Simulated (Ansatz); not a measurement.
Co, fcc: geometry optimisation

Method: DFT, PBE, plane waves (420 eV) with PAW, scalar-relativistic (Ansatz 0.2.0).

k-point mesh 15×15×15, Fermi-Dirac smearing 0.05 eV, starting moments 1.70 μB. Cell and atoms relax.

Starting structure:

```
Co
1.0
     0.00000    1.76910    1.76910
     1.76910    0.00000    1.76910
     1.76910    1.76910    0.00000
Co
1
Direct
  0.00000 0.00000 0.00000
```

Question: What cell does the relaxation end in?

Answer: Fm-3m (spin ignored) with a = 3.522 Å; 10.92 Å³ per atom against 11.07 at the start (-1.4 %).

Question: How much energy does the relaxation gain?

Answer: 1.3 meV per atom.

Question: Which magnetic state does it end in?

Answer: ferromagnetic, net 1.66 μB per atom; moments 1.73 μB.
